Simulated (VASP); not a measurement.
# Hg: intraband terms of a metal's spectrum

Hg, Cmce (no. 64), 4 atoms in the cell. PBE, independent-particle dielectric function; PAW potentials Hg (PBE set).

## Input

INCAR.step1:
```
SYSTEM = Hg
PREC     = Accurate       ! precision mode
ENCUT    = 280            ! plane-wave cutoff, eV
ISMEAR   = 1              ! smearing method
SIGMA    = 0.1            ! smearing width, eV
EDIFF    = 1E-7           ! SCF threshold, eV
LASPH    = .True.         ! aspherical terms in the spheres
KPAR     = 4            
LWAVE    = .False.        ! write WAVECAR
LCHARG   = .True.         ! write CHGCAR
LMAXMIX  = 4              ! l up to which the mixer works
```

INCAR.step2:
```
SYSTEM = Hg
PREC     = Accurate       ! precision mode
ENCUT    = 280            ! plane-wave cutoff, eV
ISMEAR   = 0              ! smearing method
SIGMA    = 0.3            ! smearing width, eV
EDIFF    = 1E-6           ! SCF threshold, eV
LASPH    = .True.         ! aspherical terms in the spheres
KPAR     = 4            
LWAVE    = .True.         ! write WAVECAR
LCHARG   = .False.        ! write CHGCAR
LMAXMIX  = 4              ! l up to which the mixer works
ICHARG   = 11             ! starting density
NBANDS   = 50             ! bands
NEDOS    = 3000           ! points of the DOS
OMEGAMAX = 30           
CSHIFT   = 0.1           
```

INCAR.step3, as INCAR.step2 but for:
```
- LWAVE = .True.
+ LWAVE = .False.
+ LOPTICS = .True.
+ ALGO = None
+ NELM = 1
+ ISTART = 1
```

INCAR.step4, as INCAR.step3 but for:
```
+ WPLASMAI = 0.03
```

INCAR.step5 to INCAR.step6 change the same tag again: WPLASMAI = 0.1, 0.3.

INCAR.step7, as INCAR.step6 but for:
```
- WPLASMAI = 0.3
+ RTIME = 40
```

INCAR.step8, as INCAR.step7 but for:
```
- RTIME = 40
+ RTIME = 5
```

INCAR.step9, as INCAR.step8 but for:
```
- RTIME = 5
+ LNABLA = .True.
```

INCAR.step10, as INCAR.step9 but for:
```
- ISMEAR = 0
- LNABLA = .True.
+ ISMEAR = -5
```

KPOINTS.step1:
```
k-points
0
Gamma
  6 6 8
```

KPOINTS.step2:
```
k-points
0
Gamma
  6 6 9
```

POSCAR:
```
Hg
1.0
    2.7592200650     -5.7631246900      0.0000000000
    2.7592200650      5.7631246900      0.0000000000
    0.0000000000      0.0000000000      3.3892448200
Hg
4
Direct
    0.1308344600      0.8691655400      0.9992502900
    0.6308344600      0.3691655400      0.5007497100
    0.3691655400      0.6308344600      0.4992502900
    0.8691655400      0.1308344600      0.0007497100
```

Commands (each step's output is kept before the next begins):
```
cat potpaw_PBE.64/Hg/POTCAR > POTCAR
cp INCAR.step1 INCAR
cp KPOINTS.step1 KPOINTS
mpirun -np 4 vasp_std > vasp.out
cp INCAR.step2 INCAR
cp KPOINTS.step2 KPOINTS
mpirun -np 4 vasp_std > vasp.out
cp INCAR.step3 INCAR
mpirun -np 4 vasp_std > vasp.out
cp INCAR.step4 INCAR
mpirun -np 4 vasp_std > vasp.out
cp INCAR.step5 INCAR
mpirun -np 4 vasp_std > vasp.out
cp INCAR.step6 INCAR
mpirun -np 4 vasp_std > vasp.out
cp INCAR.step7 INCAR
mpirun -np 4 vasp_std > vasp.out
cp INCAR.step8 INCAR
mpirun -np 4 vasp_std > vasp.out
cp INCAR.step9 INCAR
mpirun -np 4 vasp_std > vasp.out
cp INCAR.step10 INCAR
mpirun -np 4 vasp_std > vasp.out
```

## Result

- Bands: 50

One ground state, settings moved in the last step alone:

| Settings | Plasma frequency (eV) | Im ε at 0.5 eV | Im ε at 1 eV | Im ε at 2 eV | Im ε at 4 eV | Time (s) |
|---|---|---|---|---|---|---|
| interband part alone | 4.51 | 2.0 | 5.2 | 31.5 | 5.6 | 10 |
| Drude term, WPLASMAI 0.03 | 4.51 | 6.9 | 5.9 | 31.6 | 5.6 | 10 |
| Drude term, WPLASMAI 0.1 | 4.51 | 17.7 | 7.3 | 31.8 | 5.6 | 10 |
| Drude term, WPLASMAI 0.3 | 4.51 | 38.0 | 10.9 | 32.3 | 5.7 | 10 |
| relaxation time RTIME 40 fs | 4.51 | 4.7 | 5.6 | 31.5 | 5.6 | 10 |
| relaxation time RTIME 5 fs | 4.51 | 22.1 | 7.9 | 31.8 | 5.6 | 9 |
| transversal form (LNABLA) | 4.55 | 2.0 | 5.3 | 32.1 | 5.6 | 9 |
| tetrahedron method | – | – | – | – | – | no result |

Limits: Spin-orbit coupling is left out, which can matter with atoms this heavy.

VASP 6.6.1 took 97 s on 4 cores (Intel Xeon Platinum 8375C @ 2.90GHz (Ice Lake)), a shared host.
